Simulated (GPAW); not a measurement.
# Al2O3 (P-3m1) in GPAW: a series of runs

One crystal, Al2O3, is run at these levels: PBE; tasks: relaxation of cell and atoms.

Everything below comes from runs of GPAW 26.7.0. Logs are shortened: lines on timing, memory, paths and dates and some standing lists are left out, and cuts for length are marked. The log counts tension as positive stress, the text compression.

## Step 1: The structure

Symmetry: P-3m1, No. 164, trigonal system. Conventional cell: a = 3.017 Å, b = 3.017 Å, c = 7.575 Å, α = 90.00°, β = 90.00°, γ = 120.00°. Al (site symmetry 3m) has 4 O at 1.68 to 1.84 Å as nearest neighbours. O (site symmetry -3m) has 2 Al at 1.68 Å as nearest neighbours. O (site symmetry 3m) is surrounded by 3 Al at 1.84 Å.

Measurements of this composition are mostly on another form, of space group No. 167.

## Step 2: Relaxation of cell and atoms, PBE, target pressure 10 GPa, at which the enthalpy is minimised

run.py

```python
from ase.filters import FrechetCellFilter
from ase.io import read, write
from ase.optimize import BFGS
from ase.units import GPa
from gpaw import GPAW, PW

atoms = read('POSCAR')

calc = GPAW(mode=PW(800),
            xc='PBE',
            kpts={'size': (7, 7, 3), 'gamma': True},
            occupations={'name': 'fermi-dirac', 'width': 0.05},
            nbands=24,
            convergence={'density': 1e-05, 'forces': 0.0001},
            maxiter=150,
            txt='gpaw.txt')
atoms.calc = calc
opt = BFGS(FrechetCellFilter(atoms, scalar_pressure=10 * GPa), trajectory='relax.traj', logfile='-')
done = opt.run(fmax=0.02, steps=60)
calc.write('gs.gpw')
write('result.traj', atoms)
print('Converged:', done)
print('Cell:', atoms.cell.cellpar().round(4))
print('Volume:', round(atoms.get_volume(), 4))
print(atoms.get_scaled_positions().round(5))
```

POSCAR

```
Al2O3
1.0
    3.0174825440      0.0000000000      0.0000000000
   -1.5087412720      2.6132165386      0.0000000000
    0.0000000000      0.0000000000      7.5746360022
Al O
2 3
Direct
    0.0000000000      0.0000000000      0.7220490000
    0.0000000000      0.0000000000      0.2779510000
    0.0000000000      0.0000000000      0.5000000000
    0.6666666667      0.3333333333      0.8005460000
    0.3333333333      0.6666666667      0.1994540000
```

Potentials or basis: GPAW PAW data sets (gpaw-data 1.2.1), pw.

Command:

```sh
OMP_NUM_THREADS=1 python run.py
```

gpaw.txt:

```text
__  _  _
 | _ |_)|_||  |
 |__||  | ||/\| - 26.7.0

Input parameters:
  mode=PW(ecut=800.0),
  convergence={'density': 1e-05, 'forces': 0.0001},
  kpts=MonkhorstPack(size=(7, 7, 3), gamma=True),
  maxiter=150,
  nbands=24,
  occupations=Occupations(name='fermi-dirac', width=0.05),
  xc=XC(name='PBE')

Diagonalizing LCAO Hamiltonian
Converting LCAO to pw mode

            O
       Al

       O

       AlO

Atoms  # Å, Bohr magnetons
|   | symbol |         x |        y |        z |    initial magnetic moments |
|---|--------|-----------|----------|----------|-----------------------------|
| 0 |     Al |  0.000000 | 0.000000 | 5.469258 | ( 0.0000,  0.0000,  0.0000) |
| 1 |     Al |  0.000000 | 0.000000 | 2.105378 | ( 0.0000,  0.0000,  0.0000) |
| 2 |      O |  0.000000 | 0.000000 | 3.787318 | ( 0.0000,  0.0000,  0.0000) |
| 3 |      O |  1.508741 | 0.871072 | 6.063845 | ( 0.0000,  0.0000,  0.0000) |
| 4 |      O | -0.000000 | 1.742144 | 1.510791 | ( 0.0000,  0.0000,  0.0000) |

Unit cell  # Å
| periodic |         x |        y |        z |  lengths |     angles |
|----------|-----------|----------|----------|----------|------------|
|      yes |  3.017483 | 0.000000 | 0.000000 | 3.017483 |  90.000000 |
|      yes | -1.508741 | 2.613217 | 0.000000 | 3.017483 |  90.000000 |
|      yes |  0.000000 | 0.000000 | 7.574636 | 7.574636 | 120.000000 |

Number of symmetries: 12
Symmetry operations  # r_c * U_cc + t_c -> r_c
|    | kind |            matrix            |
|----|------|------------------------------|
|  0 |  σ   |  1, 1, 0,  0,-1, 0,  0, 0, 1 |
|  1 |  S6  |  1, 1, 0, -1, 0, 0,  0, 0,-1 |
|  2 |  E   |  1, 0, 0,  0, 1, 0,  0, 0, 1 |
|  3 |  C2  |  1, 0, 0, -1,-1, 0,  0, 0,-1 |
|  4 |  C2  |  0, 1, 0,  1, 0, 0,  0, 0,-1 |
|  5 |  C3  |  0, 1, 0, -1,-1, 0,  0, 0, 1 |
|  6 |  S6  |  0,-1, 0,  1, 1, 0,  0, 0,-1 |
|  7 |  σ   |  0,-1, 0, -1, 0, 0,  0, 0, 1 |
|  8 |  σ   | -1, 0, 0,  1, 1, 0,  0, 0, 1 |
[... 136 lines left out ...]
SCF iterations
|iter     | |      energy | eigst |  dens |force |
|---------|-|-------------|-------|-------|------|
|iter:   1| |  -41.394233 | -0.11 |       |      |
|iter:   2| |  -40.121858 | -1.91 | -0.66 |      |
|iter:   3| |  -36.548497 | -0.87 | -0.71 |      |
|iter:   4| |  -36.582538 | -2.87 | -1.27 |      |
|iter:   5| |  -36.608803 | -3.18 | -1.55 |      |
|iter:   6| |  -36.606464 | -3.81 | -2.23 |      |
|iter:   7| |  -36.606588c| -5.38 | -2.78 |      |
|iter:   8| |  -36.606620c| -6.23 | -3.16 |      |
|iter:   9| |  -36.606621c| -7.62c| -3.98 |      |
|iter:  10| |  -36.606621c| -7.42c| -4.58 |      |
|iter:  11| |  -36.606621c| -8.32c| -5.25c|      |
|iter:  12| |  -36.606621c| -9.52c| -5.95c|-3.70 |
|iter:  13| |  -36.606621c|-10.60c| -6.61c|-4.74c|

Converged in 13 steps
Energy contributions relative to reference atoms: (reference = -19329.403433)

Energy contributions:
  Kinetic:          41.567215
  Coulomb:         -39.179910
  Zero:              0.687448
  External:          0.000000
  Xc:              -39.681374
  Entropy:          -0.000000
  Spinorbit:         0.000000
  ----------------------------
  Free energy:     -36.606621
  Extrapolated:    -36.606621
[... 224 lines left out ...]
SCF iterations
|iter     | |      energy | eigst |  dens |force |
|---------|-|-------------|-------|-------|------|
|iter:   1| |  -36.606286 | -2.46 |       |      |
|iter:   2| |  -36.605095 | -5.05 | -2.24 |      |
|iter:   3| |  -36.602471c| -3.65 | -2.30 |      |
|iter:   4| |  -36.602714c| -6.02 | -3.10 |      |
|iter:   5| |  -36.602809c| -6.61 | -3.40 |      |
|iter:   6| |  -36.602816c| -7.20 | -3.95 |      |
|iter:   7| |  -36.602816c| -8.30c| -4.41 |      |
|iter:   8| |  -36.602817c| -8.06c| -4.95 |      |
|iter:   9| |  -36.602817c| -9.06c| -5.87c|      |
|iter:  10| |  -36.602817c| -9.94c| -6.37c|-4.11c|

Converged in 10 steps
Energy contributions relative to reference atoms: (reference = -19329.403433)

Energy contributions:
  Kinetic:          42.750998
  Coulomb:         -40.124058
  Zero:              0.686489
  External:          0.000000
  Xc:              -39.916246
  Entropy:          -0.000000
  Spinorbit:         0.000000
  ----------------------------
  Free energy:     -36.602817
  Extrapolated:    -36.602817
[... 224 lines left out ...]
SCF iterations
|iter     | |      energy | eigst |  dens |force |
|---------|-|-------------|-------|-------|------|
|iter:   1| |  -37.153673 | -0.32 |       |      |
|iter:   2| |  -36.986927 | -3.05 | -1.22 |      |
|iter:   3| |  -36.493683 | -1.66 | -1.28 |      |
|iter:   4| |  -36.492022 | -3.41 | -2.14 |      |
|iter:   5| |  -36.492697c| -4.48 | -2.52 |      |
|iter:   6| |  -36.492868c| -4.93 | -2.85 |      |
|iter:   7| |  -36.492909c| -6.22 | -3.34 |      |
|iter:   8| |  -36.492913c| -7.10 | -3.97 |      |
|iter:   9| |  -36.492913c| -7.97c| -4.76 |      |
|iter:  10| |  -36.492913c| -8.44c| -5.23c|      |
|iter:  11| |  -36.492913c| -9.43c| -6.21c|-4.20c|

[... 71 lines left out ...]
|  5 |  C3  |  0, 1, 0, -1,-1, 0,  0, 0, 1 |
|  6 |  S6  |  0,-1, 0,  1, 1, 0,  0, 0,-1 |
|  7 |  σ   |  0,-1, 0, -1, 0, 0,  0, 0, 1 |
|  8 |  σ   | -1, 0, 0,  1, 1, 0,  0, 0, 1 |
[... 138 lines left out ...]
|---------|-|-------------|-------|-------|------|
|iter:   1| |  -51.782872 | +0.78 |       |      |
|iter:   2| |  -43.773481 | -1.60 | -0.51 |      |
|iter:   3| |  -40.785516 | -1.81 | -0.80 |      |
|iter:   4| |  -37.341789 | -1.20 | -0.95 |      |
|iter:   5| |  -36.484623 | -1.33 | -1.29 |      |
|iter:   6| |  -36.462066 | -3.09 | -1.65 |      |
|iter:   7| |  -36.455633 | -3.55 | -1.89 |      |
|iter:   8| |  -36.452263c| -4.58 | -2.26 |      |
|iter:   9| |  -36.450580c| -5.05 | -2.60 |      |
|iter:  10| |  -36.449657c| -5.23 | -2.74 |      |
|iter:  11| |  -36.449401c| -5.84 | -3.00 |      |
|iter:  12| |  -36.449208c| -5.36 | -3.20 |      |
|iter:  13| |  -36.449208c| -7.39 | -4.53 |      |
|iter:  14| |  -36.449208c| -8.42c| -5.14c|      |
|iter:  15| |  -36.449208c| -9.42c| -5.87c|-3.83 |
|iter:  16| |  -36.449208c|-10.49c| -6.49c|-4.41c|

Converged in 16 steps
Energy contributions relative to reference atoms: (reference = -19329.403433)

Energy contributions:
  Kinetic:          51.968483
  Coulomb:         -47.428060
  Zero:              0.678270
  External:          0.000000
  Xc:              -41.667901
  Entropy:          -0.000000
  Spinorbit:         0.000000
  ----------------------------
  Free energy:     -36.449208
  Extrapolated:    -36.449208
[... 56 lines left out ...]
       Al

Atoms  # Å, Bohr magnetons
|   | symbol |         x |        y |        z |    initial magnetic moments |
|---|--------|-----------|----------|----------|-----------------------------|
| 0 |     Al |  0.000000 | 0.000000 | 5.362222 | ( 0.0000,  0.0000,  0.0000) |
| 1 |     Al |  0.000000 | 0.000000 | 2.004740 | ( 0.0000,  0.0000,  0.0000) |
| 2 |      O | -0.000000 | 0.000000 | 3.683481 | ( 0.0000,  0.0000,  0.0000) |
| 3 |      O |  1.467957 | 0.847525 | 5.996328 | ( 0.0000,  0.0000,  0.0000) |
| 4 |      O | -0.000000 | 1.695051 | 1.370633 | ( 0.0000,  0.0000,  0.0000) |
[... 157 lines left out ...]
SCF iterations
|iter     | |      energy | eigst |  dens |force |
|---------|-|-------------|-------|-------|------|
|iter:   1| |  -36.506241 | -1.55 |       |      |
|iter:   2| |  -36.493577 | -4.45 | -1.88 |      |
|iter:   3| |  -36.448775 | -2.77 | -1.94 |      |
|iter:   4| |  -36.448467 | -4.39 | -2.70 |      |
|iter:   5| |  -36.448455c| -5.77 | -3.16 |      |
|iter:   6| |  -36.448460c| -6.23 | -3.38 |      |
|iter:   7| |  -36.448460c| -7.70c| -4.11 |      |
|iter:   8| |  -36.448460c| -7.56c| -4.63 |      |
|iter:   9| |  -36.448460c| -8.70c| -5.44c|      |
|iter:  10| |  -36.448460c| -9.72c| -5.91c|-3.95 |
|iter:  11| |  -36.448460c|-10.76c| -6.76c|-4.46c|

Converged in 11 steps
Energy contributions relative to reference atoms: (reference = -19329.403433)

Energy contributions:
  Kinetic:          51.745353
  Coulomb:         -47.243148
  Zero:              0.678371
  External:          0.000000
  Xc:              -41.629036
  Entropy:          -0.000000
  Spinorbit:         0.000000
  ----------------------------
  Free energy:     -36.448460
  Extrapolated:    -36.448460
[... 225 lines left out ...]
|---------|-|-------------|-------|-------|------|
|iter:   1| |  -64.424949 | +0.99 |       |      |
|iter:   2| |  -48.472073 | -1.37 | -0.40 |      |
|iter:   3| |  -41.671874 | -1.34 | -0.62 |      |
|iter:   4| |  -37.397154 | -1.07 | -0.87 |      |
|iter:   5| |  -36.441099 | -1.31 | -1.23 |      |
|iter:   6| |  -36.407718 | -2.89 | -1.58 |      |
|iter:   7| |  -36.402779 | -3.36 | -1.86 |      |
|iter:   8| |  -36.401177c| -4.67 | -2.30 |      |
|iter:   9| |  -36.400193c| -4.98 | -2.67 |      |
|iter:  10| |  -36.399743c| -5.47 | -2.88 |      |
|iter:  11| |  -36.399615c| -5.99 | -3.19 |      |
|iter:  12| |  -36.399568c| -6.25 | -3.47 |      |
|iter:  13| |  -36.399563c| -6.98 | -4.04 |      |
|iter:  14| |  -36.399563c| -8.24c| -5.33c|      |
|iter:  15| |  -36.399563c| -9.18c| -5.75c|-3.82 |
|iter:  16| |  -36.399563c|-10.15c| -6.81c|-5.30c|

Converged in 16 steps
Energy contributions relative to reference atoms: (reference = -19329.403433)

Energy contributions:
  Kinetic:          49.874240
  Coulomb:         -45.596788
  Zero:              0.679413
  External:          0.000000
  Xc:              -41.356428
  Entropy:          -0.000000
  Spinorbit:         0.000000
  ----------------------------
  Free energy:     -36.399563
  Extrapolated:    -36.399563
[... 223 lines left out ...]
SCF iterations
|iter     | |      energy | eigst |  dens |force |
|---------|-|-------------|-------|-------|------|
|iter:   1| |  -36.415943 | -1.74 |       |      |
|iter:   2| |  -36.415191 | -4.41 | -2.10 |      |
|iter:   3| |  -36.410085c| -3.84 | -2.12 |      |
|iter:   4| |  -36.409895c| -4.68 | -2.73 |      |
|iter:   5| |  -36.409837c| -5.51 | -3.19 |      |
|iter:   6| |  -36.409837c| -6.79 | -3.58 |      |
|iter:   7| |  -36.409837c| -8.00c| -4.13 |      |
|iter:   8| |  -36.409837c| -7.77c| -4.72 |      |
|iter:   9| |  -36.409837c| -8.41c| -5.12c|      |
|iter:  10| |  -36.409837c| -9.71c| -6.05c|-5.06c|

Converged in 10 steps
Energy contributions relative to reference atoms: (reference = -19329.403433)

Energy contributions:
  Kinetic:          50.091399
  Coulomb:         -45.768938
  Zero:              0.679701
  External:          0.000000
  Xc:              -41.411999
  Entropy:          -0.000000
  Spinorbit:         0.000000
  ----------------------------
  Free energy:     -36.409837
  Extrapolated:    -36.409837
[... 541 lines left out ...]
Forces  # eV/Ang
|        x |        y |        z |
|----------|----------|----------|
| -0.00000 |  0.00000 | -0.00803 |  # Al   0
|  0.00000 | -0.00000 |  0.00803 |  # Al   1
|  0.00000 |  0.00000 |  0.00000 |  # O    2
|  0.00000 | -0.00000 |  0.00407 |  # O    3
| -0.00000 |  0.00000 | -0.00407 |  # O    4

# Writing to gs.gpw (mode='')
```

Wall time 3.2 min (1 thread of Arm Neoverse V2, shared host); peak memory 0.25 GiB.

What came out:

```yaml
Free_energy: -36.4061 eV
Relaxed_volume: 10.65 Å³/atom
Relaxed_cell: a = 2.964 Å, b = 2.964 Å, c = 6.999 Å, α = 90.00°, β = 90.00°, γ = 120.00°
Space_group_after_relaxing_to_0.05_Å: P-3m1 (No. 164)
Energy_change_on_relaxing_the_enthalpy_is_what_falls: +40.1 meV/atom
Ionic_steps: 10
Pressure_after_relaxing: 10.0 GPa
Largest_force_after_relaxing: 0.008 eV/Å
Band_gap_on_the_k_mesh: 2.56 eV, direct
```

Forces in eV/Å, atoms in the order of the input:
```
Al   0.000  0.000 -0.008
Al   0.000  0.000  0.008
O    0.000  0.000  0.000
O    0.000  0.000  0.004
O    0.000  0.000 -0.004
```

Step by step:
```tsv
step	energy change (eV)	largest force (eV/Å)	pressure (GPa)	volume (Å³)
1	0.0000	0.0507	1.40	59.73
2	0.0038	0.0777	2.27	59.40
3	0.1137	0.5096	10.72	56.47
4	0.1143	0.4572	10.64	56.35
5	0.1574	0.1440	9.85	55.06
6	0.1582	0.1039	9.70	54.99
7	0.2071	0.4028	8.69	53.40
8	0.1968	0.3075	8.87	53.39
9	0.1985	0.0441	9.90	53.29
10	0.2005	0.0080	10.01	53.26
```

Final structure:
```cif
data_structure
_symmetry_space_group_name_H-M 'P 1'
_symmetry_Int_Tables_number 1
_cell_length_a 2.9642
_cell_length_b 2.9642
_cell_length_c 6.9991
_cell_angle_alpha 90.000
_cell_angle_beta 90.000
_cell_angle_gamma 120.000
_cell_volume 53.26
loop_
_atom_site_label
_atom_site_type_symbol
_atom_site_fract_x
_atom_site_fract_y
_atom_site_fract_z
_atom_site_occupancy
Al1 Al 0.00000 0.00000 0.73888 1
Al2 Al 0.00000 0.00000 0.26112 1
O1 O 0.00000 0.00000 0.50000 1
O2 O 0.66667 0.33333 0.82500 1
O3 O 0.33333 0.66667 0.17500 1
```

Levels at points of the mesh, in eV from the valence-band top:
| k point | band 10 | band 11 | band 12 | band 13 | band 14 | band 15 |
| --- | --- | --- | --- | --- | --- | --- |
| (0.00, 0.00, 0.00) | -2.16 | 0.00 | 0.00 | 2.56 | 4.92 | 7.76 |

Caveat: later steps reuse the first step's grids. PBE gaps usually lie below the measured ones, often by a third to a half.

## Step 3: Relaxation of cell and atoms, PBE, target pressure 20 GPa, at which the enthalpy is minimised

run.py: that of step 2 with these lines changed.

```diff
@@ -6,3 +6,3 @@
 
-atoms = read('POSCAR')
+atoms = read('Al2O3.xyz')
 
@@ -17,3 +17,3 @@
 atoms.calc = calc
-opt = BFGS(FrechetCellFilter(atoms, scalar_pressure=10 * GPa), trajectory='relax.traj', logfile='-')
+opt = BFGS(FrechetCellFilter(atoms, scalar_pressure=20 * GPa), trajectory='relax.traj', logfile='-')
 done = opt.run(fmax=0.02, steps=60)
```

Al2O3.xyz

```xyz
5
Lattice="3.0174825440 0.0000000000 0.0000000000 -1.5087412720 2.6132165386 0.0000000000 0.0000000000 0.0000000000 7.5746360022" Properties=species:S:1:pos:R:3 pbc="T T T"
Al     0.0000000000      0.0000000000      5.4692583508
Al     0.0000000000      0.0000000000      2.1053776514
O      0.0000000000      0.0000000000      3.7873180011
O      1.5087412722      0.8710721794      6.0638445530
O     -0.0000000002      1.7421443592      1.5107914492
```

Potentials or basis: GPAW PAW data sets (gpaw-data 1.2.1), pw.

Command:

```sh
OMP_NUM_THREADS=1 python run.py
```

Wall time 3.1 min (1 thread of Arm Neoverse V2, shared host); peak memory 0.28 GiB.

It converged, with:

```yaml
Free_energy: -36.0933 eV
Relaxed_volume: 9.97 Å³/atom
Relaxed_cell: a = 2.919 Å, b = 2.919 Å, c = 6.758 Å, α = 90.00°, β = 90.00°, γ = 120.00°
Space_group_after_relaxing_to_0.05_Å: P-3m1 (No. 164)
Energy_change_on_relaxing_the_enthalpy_is_what_falls: +102.7 meV/atom
Ionic_steps: 10
Pressure_after_relaxing: 20.0 GPa
Largest_force_after_relaxing: 0.009 eV/Å
Band_gap_on_the_k_mesh: 2.84 eV, direct
```

Forces in eV/Å, atoms in the order of the input:
```
Al   0.000  0.000 -0.009
Al   0.000  0.000  0.009
O    0.000  0.000  0.000
O    0.000  0.000  0.004
O    0.000  0.000 -0.004
```

Step by step:
| step | energy change (eV) | largest force (eV/Å) | pressure (GPa) | volume (Å³) |
| --- | --- | --- | --- | --- |
| 1 | 0.0000 | 0.0507 | 1.40 | 59.73 |
| 2 | 0.0108 | 0.1323 | 3.38 | 59.02 |
| 3 | 0.3991 | 1.0847 | 22.09 | 53.55 |
| 4 | 0.3746 | 0.9523 | 21.15 | 53.50 |
| 5 | 0.4798 | 0.1886 | 19.04 | 51.44 |
| 6 | 0.5014 | 0.1505 | 19.41 | 51.17 |
| 7 | 0.6405 | 0.2560 | 22.30 | 49.28 |
| 8 | 0.6090 | 0.1514 | 22.02 | 49.22 |
| 9 | 0.5122 | 0.0368 | 20.11 | 49.88 |
| 10 | 0.5134 | 0.0093 | 20.02 | 49.87 |

Final structure:
```cif
data_structure
_symmetry_space_group_name_H-M 'P 1'
_symmetry_Int_Tables_number 1
_cell_length_a 2.9191
_cell_length_b 2.9191
_cell_length_c 6.7576
_cell_angle_alpha 90.000
_cell_angle_beta 90.000
_cell_angle_gamma 120.000
_cell_volume 49.87
loop_
_atom_site_label
_atom_site_type_symbol
_atom_site_fract_x
_atom_site_fract_y
_atom_site_fract_z
_atom_site_occupancy
Al1 Al 0.00000 0.00000 0.74552 1
Al2 Al 0.00000 0.00000 0.25448 1
O1 O 0.00000 0.00000 0.50000 1
O2 O 0.66667 0.33333 0.83514 1
O3 O 0.33333 0.66667 0.16486 1
```

Levels at points of the mesh, in eV from the valence-band top:
```
           k point  band 9  band 10  band 11  band 12  band 13  band 14  band 15  band 16
(0.00, 0.00, 0.00)   -3.88    -2.09     0.00     0.00     2.84     5.35     8.01    11.08
```

Caveat: later steps reuse the first step's grids; the volume moved by over 15 % at a fixed basis, so the end points are rough.

## Step 4: Relaxation of cell and atoms, PBE, target pressure 30 GPa, at which the enthalpy is minimised

run.py: that of step 3 with these lines changed.

```diff
@@ -17,3 +17,3 @@
 atoms.calc = calc
-opt = BFGS(FrechetCellFilter(atoms, scalar_pressure=20 * GPa), trajectory='relax.traj', logfile='-')
+opt = BFGS(FrechetCellFilter(atoms, scalar_pressure=30 * GPa), trajectory='relax.traj', logfile='-')
 done = opt.run(fmax=0.02, steps=60)
```

Al2O3.xyz is that of step 3.

Command:

```sh
OMP_NUM_THREADS=1 python run.py
```

It took 4 min on 1 thread of Arm Neoverse V2, shared host; peak memory 0.31 GiB.

Results (log left out):

```yaml
Free_energy: -35.7301 eV
Relaxed_volume: 9.51 Å³/atom
Relaxed_cell: a = 2.881 Å, b = 2.881 Å, c = 6.612 Å, α = 90.00°, β = 90.00°, γ = 120.00°
Space_group_after_relaxing_to_0.05_Å: P-3m1 (No. 164)
Energy_change_on_relaxing_the_enthalpy_is_what_falls: +175.3 meV/atom
Ionic_steps: 13
Pressure_after_relaxing: 30.0 GPa
Band_gap_on_the_k_mesh: 3.09 eV, direct
```

Forces in eV/Å, atoms in the order of the input:
```
Al   0.000  0.000  0.002
Al   0.000  0.000 -0.002
O    0.000  0.000  0.000
O    0.000  0.000  0.000
O    0.000  0.000  0.000
```

Stress tensor (GPa, compression positive):
```
29.96  0.00  0.00
 0.00 29.96  0.00
 0.00  0.00 30.07
```

Step by step:
```tsv
step	energy change (eV)	largest force (eV/Å)	pressure (GPa)	volume (Å³)
1	0.0000	0.0507	1.40	59.73
2	0.0204	0.1906	4.53	58.65
3	0.6109	1.4014	28.64	52.17
4	0.7380	1.4430	32.08	51.11
5	1.0607	0.9003	38.03	48.23
6	1.0907	0.2959	35.29	47.63
7	0.9832	0.2372	30.51	47.97
8	0.8714	0.4441	26.77	48.36
9	0.7684	0.5828	23.68	48.58
10	0.7546	0.5035	23.99	48.35
11	0.8099	0.2151	27.07	47.92
12	0.8648	0.0253	29.55	47.60
13	0.8765	0.0024	30.00	47.53
```

Final structure:
```
Al O
1.0
     2.88108    0.00000    0.00000
    -1.44054    2.49508    0.00000
     0.00000    0.00000    6.61248
Al O
2 3
Cartesian
  0.0000 0.0000 4.9537
  0.0000 0.0000 1.6588
  0.0000 0.0000 3.3062
  1.4405 0.8317 5.5618
  0.0000 1.6634 1.0506
```

Levels at points of the mesh, in eV from the valence-band top:
```
           k point  band 9  band 10  band 11  band 12  band 13  band 14  band 15  band 16
(0.00, 0.00, 0.00)   -3.93    -2.06     0.00     0.00     3.09     5.69     8.22    11.22
```

Caveat: later steps reuse the first step's grids; the volume moved by over 15 % at a fixed basis, so the end points are rough.

## Step 5: Summary

```csv
cell,target pressure,gap on the mesh (eV),pressure (GPa),largest force (eV/Å)
relaxed to 10 GPa,10 GPa,2.56,10.0,0.01
relaxed to 20 GPa,20 GPa,2.84,20.0,0.01
relaxed to 30 GPa,30 GPa,3.09,30.0,-
```

Alike in all rows: task relaxation of cell and atoms; level PBE; potentials or basis GPAW PAW data sets (gpaw-data 1.2.1), pw; no spin polarisation; k mesh 7 × 7 × 3; cutoff (eV) 800; smearing fermi-dirac 0.05 eV.

Caveats: later steps reuse the first step's grids; the volume moved by over 15 % at a fixed basis, so the end points are rough (some runs).

Absolute energies hang on the potentials; compare differences alone.
